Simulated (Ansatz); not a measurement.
AlN: N vacancy

Computed with Ansatz 0.2.0, DFT PBE, scalar-relativistic, plane waves, PAW. (420 eV cutoff, 1×1×1 k-mesh, Gaussian smearing of 0.01 eV, collinear spin in charge 0, +2 alone)

Host crystal, relaxed:

```
CELL_PARAMETERS angstrom
0.00000 2.20159 2.20159
2.20159 0.00000 2.20159
2.20159 2.20159 0.00000
ATOMIC_POSITIONS crystal
Al 0.00000 0.00000 0.00000
N 0.75000 0.75000 0.75000
```

Supercell of 16 atoms, rows in host cell vectors: 0 -2 2; 0 0 2; -2 0 2. Atoms relax at the host's cell, keeping the symmetry that the supercell leaves at the site. The cell is small, so energies carry finite-size errors of tenths of an eV. The zone centre alone is far too coarse a mesh for this cell, so the numbers show that error and aren't the defect's converged properties. The host's Kohn–Sham gap is 3.31 eV.

Defect: N vacancy, charge 0.

Command:

```bash
ansatz run input.yaml --threads 4 --pin off --max-ram 10240MiB --backend cpu --events-out ev --progress --plain --runs-dir out
```

The input:

```yaml
crystal:
  lattice:
    - [0.0, 4.4031742003, -4.4031742003]
    - [4.4031742003, 4.4031742003, 0.0]
    - [4.4031742003, 0.0, -4.4031742003]
  atoms:
    - { symbol: Al, position: [0.0, 0.0, 0.5], spin: 0.25 }
    - { symbol: Al, position: [0.0, 0.5, 0.5] }
    - { symbol: Al, position: [0.5, 0.0, 0.5] }
    - { symbol: Al, position: [0.5, 0.5, 0.5] }
    - { symbol: Al, position: [0.0, 0.0, 1.0], spin: 0.25 }
    - { symbol: Al, position: [0.0, 0.5, 1.0], spin: 0.25 }
    - { symbol: Al, position: [0.5, 0.0, 1.0], spin: 0.25 }
    - { symbol: Al, position: [0.5, 0.5, 1.0] }
    - { symbol: "N", position: [0.125, 0.625, 0.125] }
    - { symbol: "N", position: [0.625, 0.125, 0.125] }
    - { symbol: "N", position: [0.625, 0.625, 0.125] }
    - { symbol: "N", position: [0.125, 0.125, 0.625] }
    - { symbol: "N", position: [0.125, 0.625, 0.625] }
    - { symbol: "N", position: [0.625, 0.125, 0.625] }
    - { symbol: "N", position: [0.625, 0.625, 0.625] }
  host:
    lattice:
      - [0.0, 2.2015871002, 2.2015871002]
      - [2.2015871002, 0.0, 2.2015871002]
      - [2.2015871002, 2.2015871002, 0.0]
    atoms:
      - { symbol: Al, position: [0.0, 0.0, 0.0] }
      - { symbol: "N", position: [0.75, 0.75, 0.75] }
basis:
  ecutwfc: 420
  xc_grid: 2
kpoints:
  mp_grid: { grid: [1, 1, 1], shift: [0.0, 0.0, 0.0] }
hamiltonian:
  xc: pbe
scf:
  occupations: { method: gaussian, width: 0.01 }
output:
  forces: true
  stress: false
  eigenvalues: true
  populations: true
  charged_corrections:
    defect_position: [0.125, 0.125, 0.125]
    epsilon: [[8.6591, 0.0, 0.0], [0.0, 8.6591, 0.0], [0.0, 0.0, 8.6591]]
magnetization:
  spin_polarized: true
relax:
  adjacent_minimum: "off"
  f_tol: 0.025
  max_steps: 45
```

From the output:

```
Warning: RAYON_NUM_THREADS=4 ignored (pool sized by the plan → 4); use --threads N
Crystal: 15 atoms, lattice volume = 170.737 Å³
Basis set: ecut = 420 eV, 3383 PW (Γ), exchange–correlation on 90×90×90 points (8 copies of the dense FFT grid, shifted against one another)
Bands: 45, of which v1, the nominal top of the filled ones, is band 30 counted from 1 (29 counted from 0)
Symmetry: 24 space group operations
Space group: F-43m (ITA 216), of the structure as read, at distance tolerance 5.5e-5 Å
k-points: 1
relax step   1: F+E_penalty+E_count = -6998.06560844 eV  Δ(F+E_penalty+E_count) = +0.000e0 eV  max|allowed force component| = 7.175e-1 eV/Å  Δτ_max = 0.0000 Å
relax step   2: F+E_penalty+E_count = -6998.32012829 eV  Δ(F+E_penalty+E_count) = -2.545e-1 eV  max|allowed force component| = 1.233e0 eV/Å  Δτ_max = 0.0650 Å
relax step   3: F+E_penalty+E_count = -6997.73916282 eV  Δ(F+E_penalty+E_count) = +5.810e-1 eV  max|allowed force component| = 2.377e0 eV/Å  Δτ_max = 0.1951 Å
relax step   4: F+E_penalty+E_count = -6998.64447648 eV  Δ(F+E_penalty+E_count) = -3.243e-1 eV  max|allowed force component| = 1.510e0 eV/Å  Δτ_max = 0.0710 Å
relax step   5: F+E_penalty+E_count = -6998.73642915 eV  Δ(F+E_penalty+E_count) = -9.195e-2 eV  max|allowed force component| = 1.433e0 eV/Å  Δτ_max = 0.0230 Å
relax step   6: F+E_penalty+E_count = -6999.10166292 eV  Δ(F+E_penalty+E_count) = -3.652e-1 eV  max|allowed force component| = 4.505e-1 eV/Å  Δτ_max = 0.0483 Å
relax step   7: F+E_penalty+E_count = -6999.14443760 eV  Δ(F+E_penalty+E_count) = -4.277e-2 eV  max|allowed force component| = 4.615e-2 eV/Å  Δτ_max = 0.0272 Å
relax step   8: F+E_penalty+E_count = -6999.14523322 eV  Δ(F+E_penalty+E_count) = -7.956e-4 eV  max|allowed force component| = 6.030e-3 eV/Å  Δτ_max = 0.0026 Å
SCF converged after 6 iterations
Free energy (F): -6999.145233 eV
E sigma→0 (E₀):  -6999.145233 eV
Fermi energy:    8.879627 eV
```

The relaxation gained 1.08 eV in 8 steps. The run took 3.7 s on 4 threads of Intel(R) Xeon(R) 6975P-C (Granite Rapids) (shared host), peak memory 0.43 GiB.